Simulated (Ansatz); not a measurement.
Predict the output of the script below (the Python package of Ansatz (0.2.0)).

The script, `elastic.py`:
```python
import ansatz as az
import numpy as np

XC = "pbe"
FILLING = "fermi_dirac"
KGRID = (18, 18, 18)

system = (
    az.Lattice.from_parameters(2.991062, 2.991062, 2.991062, alpha=60.0, beta=60.0, gamma=60.0)
    .atom("Nb", (0.0, 0.0, 0.0))
)

setup = (
    system.calculation()
    .functional(XC)
    .occupations(FILLING)
    .kpoints(*KGRID)
)
done = setup.elastic("relaxed_ion").run(threads=1, pin="off")
elastic = done.elastic

C = np.asarray(elastic.c_gpa)
for i in range(6):
    for j in range(i, 6):
        if abs(C[i, j]) > 0.05:
            print(f"C{i + 1}{j + 1} = {C[i, j]:.1f} GPa")
print("smallest eigenvalue of C:", round(elastic.stability.min_eigenvalue_gpa, 1), "GPa; tensor positive definite:", elastic.stability.min_eigenvalue_gpa > 0)
if elastic.stability.min_eigenvalue_gpa > 0:
    for name, value in elastic.moduli.to_plain().items():
        print(f"{name:14s} {value:9.3f}")
    S = np.linalg.inv(elastic.c_gpa)
    print("Young modulus along x, y, z (GPa):", np.round(1 / np.diag(S)[:3], 1))
    print("linear compressibility along x, y, z (1/TPa):", np.round(1000 * S[:3, :3].sum(axis=1), 2))
```

```console
$ python elastic.py
DeckWarning: basis.ecutwfc = 420 eV, auto-derived from the records' recommended cutoffs: set by Nb (normal level)
C11 = 62.0 GPa
C12 = 219.5 GPa
C13 = 194.4 GPa
C14 = 35.5 GPa
C22 = 62.0 GPa
C23 = 194.4 GPa
C24 = -35.5 GPa
C33 = 87.1 GPa
C44 = -103.8 GPa
C55 = -103.8 GPa
C56 = 35.5 GPa
C66 = -78.7 GPa
smallest eigenvalue of C: -187.5 GPa; tensor positive definite: False
```
(Warnings from the package without file and line.)

Reading the output:
- Spin is left out of this run.
- The cell isn't relaxed first, so the values belong to this volume.
- This isn't the structure that Nb takes at ambient conditions.
- Shear constants of a metal converge slowly with the k-point mesh and can be wrong in sign on a coarse one; the constants belong to the cell that was strained.
- Finished in 95 s on 1 thread of Arm Neoverse V2, with other jobs on the host, peak memory 0.68 GiB.
